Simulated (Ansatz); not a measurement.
Mo: course of a relaxation

The calculation used DFT r2SCAN, scalar-relativistic, plane waves, PAW in Ansatz 0.2.0. (500 eV cutoff, 4×4×4 k-mesh, Gaussian smearing of 0.10 eV, no spin polarisation)

What was changed: Mo vacancy (site a), charge +0, atoms relaxed at the host's cell.

In a supercell of 31 atoms the defect feels its periodic images, and the cell reads as a metal on the mesh, so a level in the gap can't be told from a carrier in the bands.

Spin polarisation was left out.

Command:

```bash
ansatz run input.yaml --threads 8 --pin off --max-ram 20480MiB --backend cpu --events-out ev --progress --plain --runs-dir out
```

Input:

```yaml
crystal:
  lattice:
    - [6.3008605784, 6.3008605784, 0.0]
    - [6.3008605784, 0.0, -6.3008605784]
    - [0.0, 6.3008605784, -6.3008605784]
  atoms:
    - { symbol: Mo, position: [0.125, 0.625, 0.625] }
    - { symbol: Mo, position: [0.25, 0.75, 0.75] }
    - { symbol: Mo, position: [0.375, 0.875, 0.875] }
    - { symbol: Mo, position: [0.0, 0.5, 0.0] }
    - { symbol: Mo, position: [0.125, 0.625, 0.125] }
    - { symbol: Mo, position: [0.25, 0.75, 0.25] }
    - { symbol: Mo, position: [0.375, 0.875, 0.375] }
    - { symbol: Mo, position: [0.0, 0.0, 0.5] }
    - { symbol: Mo, position: [0.125, 0.125, 0.625] }
    - { symbol: Mo, position: [0.25, 0.25, 0.75] }
    - { symbol: Mo, position: [0.375, 0.375, 0.875] }
    - { symbol: Mo, position: [0.0, 0.0, 0.0] }
    - { symbol: Mo, position: [0.125, 0.125, 0.125] }
    - { symbol: Mo, position: [0.25, 0.25, 0.25] }
    - { symbol: Mo, position: [0.375, 0.375, 0.375] }
    - { symbol: Mo, position: [0.5, 0.5, 0.5] }
    - { symbol: Mo, position: [0.625, 0.625, 0.625] }
    - { symbol: Mo, position: [0.75, 0.75, 0.75] }
    - { symbol: Mo, position: [0.875, 0.875, 0.875] }
    - { symbol: Mo, position: [0.5, 0.5, 0.0] }
    - { symbol: Mo, position: [0.625, 0.625, 0.125] }
    - { symbol: Mo, position: [0.75, 0.75, 0.25] }
    - { symbol: Mo, position: [0.875, 0.875, 0.375] }
    - { symbol: Mo, position: [0.5, 0.0, 0.5] }
    - { symbol: Mo, position: [0.625, 0.125, 0.625] }
    - { symbol: Mo, position: [0.75, 0.25, 0.75] }
    - { symbol: Mo, position: [0.875, 0.375, 0.875] }
    - { symbol: Mo, position: [0.5, 0.0, 0.0] }
    - { symbol: Mo, position: [0.625, 0.125, 0.125] }
    - { symbol: Mo, position: [0.75, 0.25, 0.25] }
    - { symbol: Mo, position: [0.875, 0.375, 0.375] }
basis:
  ecutwfc: 500
  xc_grid: 3
kpoints:
  mp_grid: { grid: [4, 4, 4], shift: [0.0, 0.0, 0.0] }
hamiltonian:
  xc: r2scan
scf:
  occupations: { method: gaussian, width: 0.1 }
output:
  forces: true
  stress: false
  eigenvalues: true
  write_density: true
  write_potential: true
  elf: true
  volumetric_format: npy
relax:
  adjacent_minimum: "off"
  f_tol: 0.025
  max_steps: 45
```

F is the free energy.

At step 2 the energy rises: a step can overshoot before the optimiser corrects it.

Steps:

```
step F − F(1) (eV) largest force component (eV/Å)
   1         0.0000                           0.433
   2         0.0728                           0.490
   3        -0.0550                           0.030
   4        -0.0550                           0.016
```

Relaxed structure:

```xyz
31
Lattice="6.3009 6.3009 0.0000 6.3009 0.0000 -6.3009 0.0000 6.3009 -6.3009" Properties=species:S:1:pos:R:3 pbc="T T T"
Mo    4.7179    4.7179   -7.8684
Mo    6.3009    6.3009   -9.4513
Mo    7.8799    7.8799  -11.0303
Mo    3.1504    0.0000   -3.1504
Mo    4.7179    1.5829   -4.7334
Mo    6.2693    3.1504   -6.3009
Mo    7.8799    4.7218   -7.8722
Mo    0.0000    3.1504   -3.1504
Mo    1.5829    4.7179   -4.7334
Mo    3.1504    6.2693   -6.3009
Mo    4.7218    7.8799   -7.8722
Mo    0.0000    0.0000    0.0000
Mo    1.5791    1.5791   -1.5714
Mo    3.1504    3.1504   -3.1820
Mo    4.7179    4.7179   -4.7334
Mo    6.3009    6.3009   -6.3009
Mo    7.8838    7.8838   -7.8684
Mo    9.4513    9.4513   -9.4197
Mo   11.0227   11.0227  -11.0303
Mo    6.3009    3.1504   -3.1504
Mo    7.8799    4.7218   -4.7295
Mo    9.4513    6.3324   -6.3009
Mo   11.0188    7.8838   -7.8684
Mo    3.1504    6.3009   -3.1504
Mo    4.7218    7.8799   -4.7295
Mo    6.3324    9.4513   -6.3009
Mo    7.8838   11.0188   -7.8684
Mo    3.1504    3.1504    0.0000
Mo    4.7218    4.7218   -1.5714
Mo    6.3009    6.3009   -3.1504
Mo    7.8838    7.8838   -4.7334
```

The run converged. Time: 2.1 min on 8 threads of AMD EPYC 7R43 64-Core Processor (Zen 3), on a shared host, peak memory 6.3 GiB.